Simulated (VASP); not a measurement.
Set up this calculation in VASP 6.6.1, as the native input.

```yaml
Task: relaxation of the atoms
Functional: PBEsol
Potentials_or_basis: VASP PAW PBE potentials, release 64 (W_sv)
Cutoff: 600 eV
k_mesh: 16 × 16 × 16
Occupations: methfessel-paxton, width 0.1 eV
Spin: no spin polarisation
Further_INCAR_settings: ALGO = Fast; EDIFF = 1e-07; IBRION = 2; EDIFFG = -0.01; NSW = 40
```

The structure of W lies in POSCAR:

```
W                                       
1.0
   -1.6085479616      1.6085479616      1.6085479616
    1.6085479616     -1.6085479616      1.6085479616
    1.6085479616      1.6085479616     -1.6085479616
  W             
     1
Direct
     0.0000000000000000    0.0000000000000000    0.0000000000000000
```

The cell isn't the ideal one: a relaxed cell with its volume scaled by 1.06.

The input as run:

INCAR

```
SYSTEM = W
ALGO = Fast
EDIFF = 1E-7
EDIFFG = -0.01
ENCUT = 600
GGA = PS
IBRION = 2
ISIF = 2
ISMEAR = 1
LASPH = .TRUE.
LCHARG = .FALSE.
LREAL = .FALSE.
LWAVE = .FALSE.
NELM = 80
NSW = 40
PREC = Accurate
SIGMA = 0.1
```

KPOINTS

```
k-points
0
G
  16 16 16
  0 0 0
```

Potentials or basis: VASP PAW PBE potentials, release 64 (W_sv).

Command:

```console
$ cat potpaw_PBE.64/W_sv/POTCAR > POTCAR
$ mpirun -np 1 vasp_std > vasp.out
```

Results of the run:

```yaml
Pressure_after_relaxing: -16.6 GPa
Band_gap_on_the_k_mesh: none (metal or under the smearing width)
```

Caveat: the relaxation stopped at its first step, so nothing moved; the PAW data sets were made with another functional, which shifts forces and pressure a little.

Wall time 10 s on 1 thread of Intel(R) Xeon(R) 6975P-C (Granite Rapids), with other jobs on the host, peak memory 0.16 GiB.
